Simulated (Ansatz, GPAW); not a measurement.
This is a calculation of Zn for Ansatz 0.2.0. This isn't the form of Zn at room conditions, which is hcp.

File input.yaml:

```yaml
crystal:
  lattice:
    - [-1.569037, 1.569037, 1.569037]
    - [1.569037, -1.569037, 1.569037]
    - [1.569037, 1.569037, -1.569037]
  atoms:
    - { symbol: Zn, position: [0.0, 0.0, 0.0] }
kpoints:
  mp_grid: { grid: [12, 12, 12] }
scf:
  occupations: { method: gaussian, width: 0.02 }
hamiltonian:
  xc: lda
  pseudopotentials: { kind: all_electron, lapw: { basis_error: 0.001 } }
output:
  forces: true
  stress: true
  eigenvalues: true
```

Potentials or basis: all-electron LAPW, scalar-relativistic.

Command:

```sh
$ ansatz run input.yaml --threads 1 --pin off --max-ram 3072MiB --backend cpu --events-out ev --progress --plain --runs-dir out
```

Translate it to GPAW 26.7.0 (ASE script). Potentials or basis there: the program's PAW data sets (release 1.2.1) made for this functional, cutoff 600 eV.

As run (cutoffs and basis follow the program's own potentials, and thresholds, step limits or extra output files can differ):

The input run.py:

```python
from ase.dft.bandgap import bandgap
from ase.io import read, write
from ase.units import GPa
from gpaw import GPAW, PW

atoms = read('POSCAR')

calc = GPAW(mode=PW(600),
            xc='LDA',
            kpts={'size': (12, 12, 12), 'gamma': True},
            occupations={'name': 'methfessel-paxton', 'order': 0, 'width': 0.02},
            nbands=13,
            convergence={'density': 1e-05, 'energy': 1e-05},
            maxiter=150,
            txt='gpaw.txt')
atoms.calc = calc
energy = atoms.get_potential_energy()
forces = atoms.get_forces()
stress = atoms.get_stress()
calc.write('gs.gpw')
write('result.traj', atoms)
print(f'Energy: {energy:.6f} eV')
print('Forces (eV/A):')
print(forces.round(4))
print('Stress (GPa):', (stress / GPa).round(3))
print('Fermi level:', round(calc.get_fermi_level(), 4), 'eV')
print(f'Gap: {bandgap(calc)[0]:.4f} eV, direct: {bandgap(calc, direct=True)[0]:.4f} eV')
```

Contents of POSCAR:

```
Zn
1.0
   -1.5690370000      1.5690370000      1.5690370000
    1.5690370000     -1.5690370000      1.5690370000
    1.5690370000      1.5690370000     -1.5690370000
Zn
1
Direct
    0.0000000000      0.0000000000      0.0000000000
```

Potentials or basis: the program's PAW data sets (release 1.2.1) made for this functional, pw.

Run with:

```console
$ OMP_NUM_THREADS=1 python run.py
```

Both were run:

|  | Ansatz | GPAW |
| --- | --- | --- |
| Pressure | -8.3 GPa | -8.7 GPa |

Where Ansatz's input types no cutoff or centring, it takes its own default and a Γ-centred mesh.

The two programs' LDA may be different fits to the electron gas.

Pressure is positive in compression.
